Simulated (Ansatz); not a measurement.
MgSi, 2 atoms in the cell. The structure is tetragonal, space group P4/mmm (No. 123). The conventional cell has a = 2.908 Å, b = 2.908 Å, c = 4.103 Å, α = 90.00°, β = 90.00°, γ = 90.00°. Around Si (site symmetry 4/mmm) lie 8 Mg at 2.90 Å and 4 Si at 2.91 Å. Mg (site symmetry 4/mmm) has 8 Si at 2.90 Å and 4 Mg at 2.91 Å as nearest neighbours. The cell comes from a database or a generator and needn't be the stable form of this composition.

| Quantity | Value |
| --- | --- |
| Program | Ansatz 0.2.0 |
| Task | single point |
| Functional | PBEsol |
| Potentials or basis | all-electron LAPW, scalar-relativistic |
| Cutoff | 139 eV (chosen from the basis error) |
| Basis error allowed | 0.001 eV/atom |
| k mesh | 9 × 9 × 7 |
| Occupations | gaussian, width 0.1 eV |
| Spin | no spin polarisation |

Potentials or basis: all-electron LAPW, scalar-relativistic.

Command:

```console
$ ansatz run input.yaml --threads 1 --pin off --max-ram 3072MiB --backend cpu --events-out ev --progress --plain --runs-dir out
```

Hardware: 1 thread of Arm Neoverse V1, on a shared host.

Question: Estimate the wall time of this run.

Answer: Wall time 4.6 s on 1 thread of Arm Neoverse V1 (shared host), peak memory 0.23 GiB. Counts: scf iterations 7, plane waves 123, k points 60, bands 15.
